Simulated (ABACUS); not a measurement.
# Se under changes of volume

One of the cells (27.261 Å³/atom); the others are scaled copies at fixed shape and fractional positions:

```xyz
3
Lattice="4.3662 0.0000 0.0000 -2.1831 3.7812 0.0000 0.0000 0.0000 4.9536" Properties=species:S:1:pos:R:3 pbc="T T T"
Se    1.6910    2.9289    0.0000
Se   -0.4921    0.8523    3.3024
Se    0.9841    0.0000    1.6512
```

| Property | Result |
| --- | --- |
| Program | ABACUS 3.10.1 |
| Functional | PBE |
| Potentials or basis | PseudoDojo NC SR 0.4.1 PBE standard |
| Cutoff | 1361 eV |
| Density cutoff | 5442 eV |
| Basis | DZP LCAO (the cutoffs set its grid) |
| k mesh | 7 × 7 × 6 |
| Occupations | fermi-dirac, width 0.05 eV |
| Spin | no spin polarisation |

```tsv
volume (Å³/atom)	energy over the lowest point (meV/atom)	pressure (GPa)	gap on the mesh (eV)	largest force (eV/Å)
25.625	?	?	?	?
26.170	68.44	7.6	1.17	1.508
26.716	45.29	6.0	1.19	1.242
27.261	27.36	4.6	1.17	0.996
27.806	14.20	3.2	1.15	0.766
28.351	5.17	2.1	1.13	0.552
28.896	0.00	1.0	1.11	0.353
```

**Question.** What does the run at 25.625 Å³/atom give?

**Answer.** Energy over the lowest point 97.27 meV/atom; pressure 9.4 GPa; gap on the mesh 1.14 eV; largest force 1.792 eV/Å.

Worked out: A Birch-Murnaghan fit of order 3 (a polynomial in V^(-2/3)) to the other rows has its minimum at 29.47 Å³/atom, just outside them, with B0 = V·E''(V) = 49 GPa and B' = 4.6 at fixed shape and positions, which overstates the stiffness. It gives 97.37 meV/atom at 25.625 Å³/atom, against the run's 97.27, and -dE/dV = 9.4 GPa, against 9.4. A parabola through the other rows of the gap, of slope 0.642 eV per unit of ln V there, extrapolates to 1.17 eV, against the run's 1.14.

Energies are extrapolated to zero smearing.

Caveats: the atomic orbitals were generated for these runs and aren't a published set; an odd mesh through Γ misses points on the zone boundary, where band edges often lie; the basis of atomic orbitals isn't converged, which shifts pressures, moduli and gaps; forces of over 1 eV/Å show positions far from the minimum, so gaps and moduli don't describe the material at rest (some runs). Spin-orbit coupling on Se is left out.
